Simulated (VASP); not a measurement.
Wanted: the native input for a VASP 6.6.1 run.

```yaml
Task: relaxation of cell and atoms
Functional: PBE
Dispersion: D3(BJ)
Potentials_or_basis: VASP PAW PBE potentials, release 64 (Te, Pt)
Cutoff: 600 eV
k_mesh: 9 × 9 × 5
Occupations: gaussian, width 0.03 eV
Spin: no spin polarisation
Further_INCAR_settings: ALGO = Normal; EDIFF = 1e-07; IBRION = 2; EDIFFG = -0.005; NSW = 90; ISIF = 3
```

The structure of Te2Pt lies in POSCAR:

```
Te2Pt                                   
1.0
    4.0471081264      0.0000000000      0.0000000000
   -2.0235540632      3.5048984502      0.0000000000
   -0.0000000000     -0.0000000000      5.0991997179
  Te              Pt            
     2     1
Direct
     0.3333333300000021    0.6666666699999979    0.2666902070335295
     0.6666666699999979    0.3333333300000021    0.7333097929664705
     0.0000000000000000    0.0000000000000000    0.0000000000000000
```

These files were run (other wordings do the same):

INCAR

```
SYSTEM = Te2Pt
  PREC = Accurate
  ENCUT = 600
  EDIFF = 1E-7
  ISMEAR = 0
  SIGMA = 0.03
  LREAL = .False.
  LASPH = .True.
  NELM = 80
  ALGO = Normal
  ISIF = 3
  LWAVE = .False.
  LCHARG = .False.
  GGA = PE
  IVDW = 12
  IBRION = 2
  NSW = 90
  EDIFFG = -0.005
```

KPOINTS

```
regular mesh
0
Gamma
  9 9 5
  0 0 0
```

Potentials or basis: VASP PAW PBE potentials, release 64 (Te, Pt).

The run is started by

```sh
$ cat potpaw_PBE.64/Te/POTCAR potpaw_PBE.64/Pt/POTCAR > POTCAR
$ mpirun -np 1 vasp_std > vasp.out
```

It gave:

```json
{
 "Relaxed volume": "24.13 Å³/atom",
 "Relaxed cell": "a = 4.048 Å, b = 4.048 Å, c = 5.101 Å, α = 90.00°, β = 90.00°, γ = 120.00°",
 "Space group after relaxing (to 0.05 Å)": "P-3m1 (No. 164)",
 "Energy gained by relaxing": "0.0 meV/atom",
 "Ionic steps": "4",
 "Pressure after relaxing": "0.0 GPa",
 "Band gap on the k mesh": "none (metal or under the smearing width)",
 "Dispersion energy per atom": "-0.566 eV"
}
```

Caveat: pairwise dispersion overbinds metals, which lowers pressure and volume.

It took 51 s on 1 thread of Intel(R) Xeon(R) 6975P-C (Granite Rapids) (shared host), peak memory 0.26 GiB.
